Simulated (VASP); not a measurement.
A run of VASP 6.6.1 is set up as follows.

File INCAR:

```
SYSTEM = W
PREC     = Accurate       ! precision mode
ENCUT    = 520            ! plane-wave cutoff, eV
EDIFF    = 1E-7           ! SCF threshold, eV
ISMEAR   = 0              ! smearing method
SIGMA    = 0.1            ! smearing width, eV
LREAL    = .False.        ! projectors in reciprocal space
LASPH    = .True.         ! aspherical terms in the spheres
NELM     = 80             ! most SCF steps
ALGO     = Normal         ! electronic algorithm
ISIF     = 2              ! what is computed and relaxed
LWAVE    = .False.        ! write WAVECAR
LCHARG   = .False.        ! write CHGCAR
GGA      = PE             ! functional
NBANDS   = 13             ! bands
```

The input KPOINTS:

```
Automatic mesh
0
Gamma
  18 18 18
  0 0 0
```

POSCAR

```
W                                       
1.0
   -1.5601336982      1.5601336982      1.5601336982
    1.5601336982     -1.5601336982      1.5601336982
    1.5601336982      1.5601336982     -1.5601336982
  W             
     1
Direct
     0.0000000000000000    0.0000000000000000    0.0000000000000000
```

Potentials or basis: VASP PAW PBE potentials, release 64 (W_sv).

Run with:

```sh
$ cat potpaw_PBE.64/W_sv/POTCAR > POTCAR
$ mpirun -np 1 vasp_std > vasp.out
```

Predict the band gap on the k mesh.

none (metal or under the smearing width).

Predict the pressure.

21.7 GPa.

Caveat: so large a pressure means that the cell lies far from this level's equilibrium, or that cutoff or potentials fall short. The run has no spin-orbit coupling, so splittings on W are missing.
